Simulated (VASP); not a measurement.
# CsPbBr3 (Pm-3m) in VASP: notebook, part 2 of 2

VASP 6.6.1. The steps go on from the part before.

## (4) Relaxation of cell and atoms, PBE, target pressure 1.7 GPa, at which the enthalpy is minimised

This run uses another cell than the first one, of 40.04 Å³/atom, 1.057 times its volume.

File INCAR:

```
SYSTEM = CsPbBr3
PREC = Accurate
ENCUT = 600
EDIFF = 1E-7
ISMEAR = 0
SIGMA = 0.03
LREAL = .FALSE.
LASPH = .TRUE.
NELM = 80
ALGO = Normal
ISIF = 3
LWAVE = .FALSE.
LCHARG = .FALSE.
GGA = PE
IBRION = 2
NSW = 90
EDIFFG = -0.005
PSTRESS = 17.0
```

File KPOINTS:

```
regular mesh
0
G
  6 6 6
  0 0 0
```

File POSCAR:

```
CsPbBr3                                 
1.0
    5.8501974290     -0.0000000000     -0.0000000000
    0.0000000000      5.8501974290     -0.0000000000
    0.0000000000      0.0000000000      5.8501974290
  Cs              Pb              Br            
     1     1     3
Direct
     0.0000000000000000    0.0000000000000000    0.0000000000000000
     0.5000000000000000    0.5000000000000000    0.5000000000000000
     0.0000000000000000    0.5000000000000000    0.5000000000000000
     0.5000000000000000    0.0000000000000000    0.5000000000000000
     0.5000000000000000    0.5000000000000000    0.0000000000000000
```

Potentials or basis: VASP PAW PBE potentials, release 64 (Cs_sv, Pb_d, Br).

Launch:

```
$ cat potpaw_PBE.64/Cs_sv/POTCAR potpaw_PBE.64/Pb_d/POTCAR potpaw_PBE.64/Br/POTCAR > POTCAR
$ mpirun -np 1 vasp_std > vasp.out
```

OUTCAR:

```text
SYSTEM = CsPbBr3
   PREC = Accurate
   ENCUT = 600
   EDIFF = 1E-7
   ISMEAR = 0
   LREAL = .FALSE.
   LASPH = .TRUE.
   NELM = 80
   ISIF = 3
   GGA = PE
   IBRION = 2
   NSW = 90
   EDIFFG = -0.005
   PSTRESS = 17.0

 ion  position               nearest neighbor table
   1  0.000  0.000  0.000-
   2  0.500  0.500  0.500-   3 2.93   4 2.93   5 2.93   5 2.93   4 2.93   3 2.93
   3  0.000  0.500  0.500-   2 2.93   2 2.93
   4  0.500  0.000  0.500-   2 2.93   2 2.93
   5  0.500  0.500  0.000-   2 2.93   2 2.93

  LATTYP: Found a simple cubic cell.
 ALAT       =     5.8501974290

  Lattice vectors:

 A1 = (   5.8501974290,   0.0000000000,   0.0000000000)
 A2 = (   0.0000000000,   5.8501974290,   0.0000000000)
 A3 = (   0.0000000000,   0.0000000000,   5.8501974290)

Analysis of symmetry for initial positions (statically):
=====================================================================
 Subroutine PRICEL returns:
 Original cell was already a primitive cell.

 Routine SETGRP: Setting up the symmetry group for a
 simple cubic supercell.

 Subroutine GETGRP returns: Found 48 space group operations
 (whereof 48 operations were pure point group operations)
 out of a pool of 48 trial point group operations.

The static configuration has the point symmetry O_h .

Analysis of symmetry for dynamics (positions and initial velocities):
=====================================================================
 Subroutine PRICEL returns:
 Original cell was already a primitive cell.

 Routine SETGRP: Setting up the symmetry group for a
 simple cubic supercell.

 Subroutine GETGRP returns: Found 48 space group operations
[... 182 lines left out ...]
      2.92510      2.92510      0.00000         0.000000      0.000000      0.000000
 -----------------------------------------------------------------------------------
    total drift:                                0.000000     -0.000000     -0.000000

  FREE ENERGIE OF THE ION-ELECTRON SYSTEM (eV)
  ---------------------------------------------------
  free  energy   TOTEN  =       -15.8156762616 eV

  energy  without entropy=      -15.8156762616  energy(sigma->0) =      -15.81567626

  enthalpy is  TOTEN    =       -13.6912096653 eV   P V=        2.1244665962

--------------------------------------- Ionic step        2  -------------------------------------------

 number of electron      44.0000004 magnetization

 Free energy of the ion-electron system (eV)
  ---------------------------------------------------
  ext. energy  EPLUGINS =         0.00000000
  ---------------------------------------------------
  free energy    TOTEN  =       -15.81725293 eV

  energy without entropy =      -15.81725293  energy(sigma->0) =      -15.81725293

 E-fermi :   1.5698     XC(G=0):  -7.6797

 val. band max:        1.4380376996   @ k =   0.5000   0.5000   0.5000
 cond. band min:       2.9320229947   @ k =   0.5000   0.5000   0.5000
 fundamental gap:      1.4939852951
 Fermi energy:         1.5697941634

 k-point     1 :       0.0000    0.0000    0.0000
  band No.  band energies     occupation
      1     -20.1087      2.00000
      2     -15.4923      2.00000
      3     -15.4923      2.00000
      4     -15.3194      2.00000
      5     -15.3194      2.00000
      6     -15.3194      2.00000
[... 569 lines left out ...]
     25       2.9320      0.00000
     26       5.8703      0.00000

------------------------ aborting loop because EDIFF is reached ----------------------------------------

  FORCE on cell =-STRESS in cart. coord.  units (eV):
  Direction    XX          YY          ZZ          XY          YZ          ZX
  --------------------------------------------------------------------------------------
  -------------------------------------------------------------------------------------
  Total        2.1276425      2.1276425      2.1276425      0.0000000      0.0000000     -0.0000000
  in kB       17.0128688     17.0128688     17.0128688      0.0000000      0.0000000     -0.0000000
  external PRESSURE =       0.0128688 kB  Pullay stress =      17.0000000 kB

 VOLUME and BASIS-vectors are now :
 -----------------------------------------------------------------------------
  energy-cutoff  :      600.00
  volume of cell :      200.37
      direct lattice vectors                 reciprocal lattice vectors
     5.851635041  0.000000000 -0.000000000     0.170892408 -0.000000000  0.000000000
     0.000000000  5.851635041  0.000000000    -0.000000000  0.170892408 -0.000000000
    -0.000000000  0.000000000  5.851635041     0.000000000 -0.000000000  0.170892408

 POSITION                                       TOTAL-FORCE (eV/Angst)
 -----------------------------------------------------------------------------------
      0.00000      0.00000      0.00000         0.000000     -0.000000      0.000000
      2.92582      2.92582      2.92582        -0.000000      0.000000      0.000000
     -0.00000      2.92582      2.92582         0.000000     -0.000000      0.000000
      2.92582      0.00000      2.92582         0.000000     -0.000000      0.000000
      2.92582      2.92582     -0.00000         0.000000     -0.000000      0.000000
 -----------------------------------------------------------------------------------
    total drift:                                0.000000     -0.000000     -0.000000

  FREE ENERGIE OF THE ION-ELECTRON SYSTEM (eV)
  ---------------------------------------------------
  free  energy   TOTEN  =       -15.8172529325 eV

  energy  without entropy=      -15.8172529325  energy(sigma->0) =      -15.81725293

  enthalpy is  TOTEN    =       -13.6912197692 eV   P V=        2.1260331633

 reached required accuracy - stopping structural energy minimisation
```

OSZICAR:

```text
N       E                     dE             d eps       ncg     rms          rms(c)
DAV:   1     0.424802430567E+03    0.42480E+03   -0.20450E+04  1040   0.168E+03
DAV:   2     0.363171308231E+02   -0.38849E+03   -0.37938E+03  1256   0.346E+02
DAV:   3    -0.142597459867E+02   -0.50577E+02   -0.49965E+02  1236   0.133E+02
DAV:   4    -0.162987133242E+02   -0.20390E+01   -0.20341E+01  1308   0.341E+01
[... 15 lines left out ...]
DAV:   3    -0.158172558191E+02    0.29078E-04   -0.11791E-04  1386   0.107E-01    0.819E-03
DAV:   4    -0.158172544919E+02    0.13272E-05   -0.21901E-06  1320   0.101E-02    0.554E-03
DAV:   5    -0.158172530665E+02    0.14255E-05   -0.71458E-07  1214   0.824E-03    0.112E-03
DAV:   6    -0.158172529220E+02    0.14446E-06   -0.68425E-08   680   0.315E-03    0.220E-04
DAV:   7    -0.158172529325E+02   -0.10525E-07   -0.13246E-08   614   0.148E-03
   2 F= -.13691220E+02 E0= -.13691220E+02  d E =-.101039E-04
```

CONTCAR:

```text
CsPbBr3
   1.00000000000000
     5.8516350408025506    0.0000000000000000   -0.0000000000000000
     0.0000000000000000    5.8516350408025506    0.0000000000000000
    -0.0000000000000000    0.0000000000000000    5.8516350408025506
  Cs              Pb              Br
     1     1     3
Direct
     0.0000000000000000    0.0000000000000000    0.0000000000000000
     0.5000000000000000    0.5000000000000000    0.5000000000000000
     0.0000000000000000    0.5000000000000000    0.5000000000000000
     0.5000000000000000    0.0000000000000000    0.5000000000000000
     0.5000000000000000    0.5000000000000000    0.0000000000000000

  0.00000000E+00  0.00000000E+00  0.00000000E+00
  0.00000000E+00  0.00000000E+00  0.00000000E+00
  0.00000000E+00  0.00000000E+00  0.00000000E+00
  0.00000000E+00  0.00000000E+00  0.00000000E+00
  0.00000000E+00  0.00000000E+00  0.00000000E+00
```

Run time: 1.9 min. Hardware: 1 thread of AMD EPYC 9R45 (Zen 5), shared host; peak memory 0.39 GiB.

What came out:

```
Free energy                                            : -15.8173 eV
Relaxed volume                                         : 40.07 Å³/atom
Relaxed cell                                           : a = 5.852 Å, b = 5.852 Å, c = 5.852 Å, α = 90.00°, β = 90.00°, γ = 90.00°
Space group after relaxing (to 0.05 Å)                 : Pm-3m (No. 221)
Energy change on relaxing (the enthalpy is what falls) : -0.3 meV/atom
Ionic steps                                            : 2
Pressure after relaxing                                : 1.7 GPa
Band gap on the k mesh                                 : 1.49 eV, direct
```

Step by step:
```tsv
step	energy change (eV)	largest force (eV/Å)	pressure (GPa)	volume (Å³)
1	0.0000	0.0000	1.72	200.22
2	-0.0016	0.0000	1.70	200.37
```

Final structure:
```
Cs Pb Br
1.0
     5.85164    0.00000    0.00000
     0.00000    5.85164    0.00000
     0.00000    0.00000    5.85164
Cs Pb Br
1 1 3
Cartesian
  0.0000 0.0000 0.0000
  2.9258 2.9258 2.9258
  0.0000 2.9258 2.9258
  2.9258 0.0000 2.9258
  2.9258 2.9258 0.0000
```

Caveat: the cell is relaxed towards a set pressure, so the enthalpy falls and the energy may rise; spin-orbit coupling is left out, which as a rule narrows the gap of such compounds by several tenths of an eV.
